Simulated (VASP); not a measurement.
# TePt (R-3m) in VASP: notebook

One crystal, TePt, is run at these levels: LDA; tasks: single point.

Everything below comes from runs of VASP 6.6.1. Logs are shortened: lines on timing, memory, paths and dates and some standing lists are left out, and cuts for length are marked.

## (1) Starting point

The structure is trigonal, space group R-3m (No. 166). The conventional cell has a = 3.963 Å, b = 3.963 Å, c = 19.983 Å, α = 90.00°, β = 90.00°, γ = 120.00°. Around Pt (site symmetry 3m) lie 3 Te at 2.59 Å and 3 Pt at 2.72 Å. Te (site symmetry 3m) is surrounded by 3 Pt at 2.59 Å.

## (2) Single point, LDA

Contents of INCAR:

```
SYSTEM = TePt
PREC = Low ; ENCUT = 520
EDIFF = 1E-7 ; ISMEAR = 0
SIGMA = 0.05 ; LREAL = .FALSE.
LASPH = .TRUE. ; NELM = 100
ALGO = Normal ; ISIF = 2
LWAVE = .FALSE. ; LCHARG = .FALSE.
GGA = CA ; ADDGRID = .FALSE.
```

Contents of KPOINTS:

```
regular mesh
0
G
  8 8 8
  0 0 0
```

Contents of POSCAR:

```
TePt
1.0
    1.9815661262      1.1440577364      6.6610334788
   -1.9815661262      1.1440577364      6.6610334788
    0.0000000000     -2.2881154728      6.6610334788
Pt Te
2 2
Direct
    0.1296666667      0.1296666667      0.1296666667
    0.8703333333      0.8703333333      0.8703333333
    0.4020000000      0.4020000000      0.4020000000
    0.5980000000      0.5980000000      0.5980000000
```

Potentials or basis: VASP PAW LDA potentials, release 64 (Pt, Te).

Started as:

```console
cat potpaw_LDA.64/Pt/POTCAR potpaw_LDA.64/Te/POTCAR > POTCAR
mpirun -np 1 vasp_std > vasp.out
```

OUTCAR:

```text
SYSTEM = TePt
   PREC = Low
   ENCUT = 520
   EDIFF = 1E-7
   ISMEAR = 0
   LREAL = .FALSE.
   LASPH = .TRUE.
   NELM = 100
   ISIF = 2
   GGA = CA

 Found     65 irreducible k-points:

 Following reciprocal coordinates:
            Coordinates               Weight
  0.000000  0.000000  0.000000      1.000000
  0.125000 -0.000000  0.000000      6.000000
  0.250000 -0.000000  0.000000      6.000000
  0.375000  0.000000  0.000000      6.000000
  0.500000 -0.000000  0.000000      3.000000
  0.125000  0.125000  0.000000      6.000000
   k-points           NKPTS =     65   k-points in BZ     NKDIM =     65   number of bands    NBANDS=     20
   number of dos      NEDOS =    301   number of ions     NIONS =      4
   total plane-waves  NPLWV =  64000
   dimension x,y,z NGX =    40 NGY =   40 NGZ =   40
   dimension x,y,z NGXF=    40 NGYF=   40 NGZF=   40
   ions per type =               2   2
   NGX,Y,Z   is equivalent  to a cutoff of   9.44,  9.44,  9.44 a.u.
   NGXF,Y,Z  is equivalent  to a cutoff of   9.44,  9.44,  9.44 a.u.
 SYSTEM =  TePt
   PREC   = low       normal or accurate (medium, high low for compatibility)
   ISTART =      0    job   : 0-new  1-cont  2-samecut
   ICHARG =      2    charge: 1-file 2-atom 10-const
   ISPIN  =      1    spin polarized calculation?
   LNONCOLLINEAR =      F non collinear calculations
   LSORBIT =      F    spin-orbit coupling
   LASPH  =      T    aspherical Exc in radial PAW
   ENCUT  =  520.0 eV  38.22 Ry    6.18 a.u.  13.10 13.10 13.10*2*pi/ulx,y,z
   NELM   =    100;   NELMIN=  2; NELMDL= -5     # of ELM steps
   EDIFF  = 0.1E-06   stopping-criterion for ELM
   LREAL  =      F    real-space projection
   EDIFFG = 0.1E-05   stopping-criterion for IOM
   NSW    =      0    number of steps for IOM
   IBRION =     -1    ionic relax: 0-MD 1-quasi-New 2-CG
   NFREE  =      0    steps in history (QN), initial steepest desc. (CG)
   ISIF   =      2    stress and relaxation
   ISYM   =      2    0-nonsym 1-usesym 2-fastsym
   POTIM  = 0.5000    time-step for ionic-motion
   TEBEG  =    0.0;   TEEND  =   0.0 temperature during run
   PSTRESS=    0.0 pullay stress
   NELECT =      32.0000    total number of electrons
   NUPDOWN=      -1.0000    fix difference up-down
   EMIN   =  10.00;   EMAX   =-10.00  energy-range for DOS
   EFERMI =   0.00;   METHOD = LEGACY
   ISMEAR =     0;   SIGMA  =   0.05  broadening in eV -4-tet -1-fermi 0-gaus
   EFERMI_NEDOS =   21; number of points for ismear=-14 and -15
   IALGO  =     38    algorithm
   IMIX   =      4    mixing-type and parameters
     AMIX     =   0.40;   BMIX     =  1.00
     AMIX_MAG =   1.60;   BMIX_MAG =  1.00
  volume/ion in A,a.u.               =      22.65       152.86
  Fermi-wavevector in a.u.,A,eV,Ry     =   1.157200  2.186791 18.219718  1.339111
  Thomas-Fermi vector in A             =   2.293813
   LORBIT       =      0    0 simple, 1 ext, 2 COOP (PROOUT), +10 PAW based schemes
   GGA     = CA    functional components
   LHFCALC =     F    Hartree Fock is set to
   AEXX    =    0.0000 exact exchange contribution
   IVDW    =     0    specifies the selected vdW correction
   LEPSILON=     F    determine dielectric tensor
   LRPA    =     F    only Hartree local field effects (RPA)
 non-spin polarized calculation
 Gauss-broadening in eV      SIGMA  =   0.05
  energy-cutoff  :      520.00
  volume of cell :       90.60
 maximum number of plane-waves:      2472
   NGX = 27   NGY = 27   NGZ = 27

 number of electron      31.9999746 magnetization

 Free energy of the ion-electron system (eV)
  ---------------------------------------------------
  ext. energy  EPLUGINS =         0.00000000
  ---------------------------------------------------
  free energy    TOTEN  =       -24.00636776 eV

  energy without entropy =      -24.00337902  energy(sigma->0) =      -24.00487339

 E-fermi :   8.3064     XC(G=0): -11.1065

 val. band max:        8.3036600813   @ k =   0.3750   0.1250   0.0000
 cond. band min:       8.3257781714   @ k =   0.3750   0.1250   0.1250
 fundamental gap:      0.0221180901
 Fermi energy:         8.3063581339

 k-point     1 :       0.0000    0.0000    0.0000
  band No.  band energies     occupation
      1      -5.0540      2.00000
      2      -3.5180      2.00000
      3       1.5030      2.00000
      4       2.7684      2.00000
      5       2.7684      2.00000
      6       3.4681      2.00000
[... 12 lines left out ...]
     19      11.1473      0.00000
     20      12.8597      0.00000

 k-point     2 :       0.1250   -0.0000    0.0000
  band No.  band energies     occupation
      1      -4.8946      2.00000
      2      -3.4624      2.00000
      3       1.6648      2.00000
      4       2.8045      2.00000
      5       2.8487      2.00000
      6       3.2496      2.00000
[... 12 lines left out ...]
     19      10.7303      0.00000
     20      13.5087      0.00000

 k-point     3 :       0.2500   -0.0000    0.0000
  band No.  band energies     occupation
      1      -4.4677      2.00000
      2      -3.3077      2.00000
      3       1.9434      2.00000
      4       2.4323      2.00000
      5       2.9421      2.00000
      6       3.4267      2.00000
[... 12 lines left out ...]
     19      11.5265      0.00000
     20      12.6814      0.00000

 k-point     4 :       0.3750    0.0000    0.0000
  band No.  band energies     occupation
      1      -3.9393      2.00000
      2      -3.1492      2.00000
      3       1.7536      2.00000
      4       2.1328      2.00000
      5       3.1687      2.00000
      6       3.9566      2.00000
[... 12 lines left out ...]
     19      10.9547      0.00000
     20      12.1079      0.00000

 k-point     5 :       0.5000   -0.0000    0.0000
  band No.  band energies     occupation
      1      -3.6445      2.00000
      2      -3.1261      2.00000
      3       1.7018      2.00000
      4       1.9761      2.00000
      5       3.3235      2.00000
      6       3.8174      2.00000
[... 12 lines left out ...]
     19      10.2735      0.00000
     20      12.0674      0.00000

 k-point     6 :       0.1250    0.1250    0.0000
  band No.  band energies     occupation
      1      -4.8801      2.00000
      2      -3.4922      2.00000
      3       1.7222      2.00000
      4       2.8234      2.00000
      5       2.8244      2.00000
      6       3.2637      2.00000
[... 12 lines left out ...]
     19      10.5311      0.00000
     20      13.3562      0.00000

 [... further k-points ...]

------------------------ aborting loop because EDIFF is reached ----------------------------------------

  FORCE on cell =-STRESS in cart. coord.  units (eV):
  Direction    XX          YY          ZZ          XY          YZ          ZX
  --------------------------------------------------------------------------------------
  -------------------------------------------------------------------------------------
  Total       -1.5688826     -1.5688826     -1.4216712      0.0000000      0.0000000      0.0000000
  in kB      -27.7428863    -27.7428863    -25.1397165      0.0000000      0.0000000      0.0000000
  external PRESSURE =     -26.8751630 kB  Pullay stress =       0.0000000 kB

 VOLUME and BASIS-vectors are now :
 -----------------------------------------------------------------------------
  energy-cutoff  :      520.00
  volume of cell :       90.60
      direct lattice vectors                 reciprocal lattice vectors
     1.981566126  1.144057736  6.661033479     0.252325670  0.145680293  0.050042285
    -1.981566126  1.144057736  6.661033479    -0.252325670  0.145680293  0.050042285
     0.000000000 -2.288115473  6.661033479     0.000000000 -0.291360587  0.050042285

 POSITION                                       TOTAL-FORCE (eV/Angst)
 -----------------------------------------------------------------------------------
      0.00000      0.00000      2.59114         0.000000     -0.000000      0.186762
      0.00000      0.00000     17.39196         0.000000      0.000000     -0.186762
      0.00000      0.00000      8.03321         0.000000      0.000000      0.075780
      0.00000      0.00000     11.94989         0.000000     -0.000000     -0.075780
 -----------------------------------------------------------------------------------
    total drift:                                0.000000     -0.000000      0.000000

  FREE ENERGIE OF THE ION-ELECTRON SYSTEM (eV)
  ---------------------------------------------------
  free  energy   TOTEN  =       -24.0063677618 eV

  energy  without entropy=      -24.0033790168  energy(sigma->0) =      -24.00487339
```

It took 55 s on 1 thread of Intel Xeon 6975P-C (Granite Rapids), shared host; peak memory 0.22 GiB.

These settings aren't checked as converged: the numbers below hold their error.

What came out:

```yaml
Free_energy: -24.0064 eV
Pressure: -2.7 GPa
Largest_force: 0.187 eV/Å
Band_gap_on_the_k_mesh: none (metal or under the smearing width)
```

## (3) Single point, LDA

Edit INCAR of step 2 so:

```diff
@@ -1,3 +1,3 @@
 SYSTEM = TePt
-PREC = Low ; ENCUT = 520
+PREC = Normal ; ENCUT = 520
 EDIFF = 1E-7 ; ISMEAR = 0
```

KPOINTS is that of step 2.

POSCAR is that of step 2.

Potentials or basis: VASP PAW LDA potentials, release 64 (Pt, Te).

Started as:

```console
cat potpaw_LDA.64/Pt/POTCAR potpaw_LDA.64/Te/POTCAR > POTCAR
mpirun -np 1 vasp_std > vasp.out
```

Run time: 49 s. Hardware: 1 thread of Intel Xeon 6975P-C (Granite Rapids), shared host; peak memory 0.27 GiB.

The run converged, but some of its settings lie outside the range that counts as converged, so its numbers aren't taken as properties of the crystal.

Results:

```
Free energy            : -24.0059 eV
Pressure               : -2.7 GPa
Largest force          : 0.187 eV/Å
Band gap on the k mesh : none (metal or under the smearing width)
```

## (4) Single point, LDA

Contents of INCAR:

```
SYSTEM = TePt
PREC = Accurate ; ENCUT = 520
EDIFF = 1E-7 ; ISMEAR = 0
SIGMA = 0.05 ; LREAL = Auto
LASPH = .TRUE. ; NELM = 100
ALGO = Normal ; ISIF = 2
LWAVE = .FALSE. ; LCHARG = .FALSE.
GGA = CA ; ADDGRID = .FALSE.
```

KPOINTS is that of step 3.

POSCAR is that of step 3.

Started as:

```console
cat potpaw_LDA.64/Pt/POTCAR potpaw_LDA.64/Te/POTCAR > POTCAR
mpirun -np 1 vasp_std > vasp.out
```

Wall time 7.1 min (1 thread of Intel Xeon 6975P-C (Granite Rapids), shared host); peak memory 0.35 GiB.

These settings aren't checked as converged: the numbers below hold their error.

Results:

```
Free energy            : -24.0081 eV
Pressure               : -2.7 GPa
Largest force          : 0.187 eV/Å
Band gap on the k mesh : none (metal or under the smearing width)
```

## (5) For comparison

An earlier run on the cell as given: functional PBEsol; potentials or basis VASP PAW PBE potentials, release 64 (Pt, Te); cutoff 520 eV; k mesh 8 × 8 × 8; occupations fermi-dirac, width 0.05 eV; no spin polarisation.

* Pressure: -0.5 GPa
* Largest force: 0.192 eV/Å
* Band gap on the k mesh: none (metal or under the smearing width)
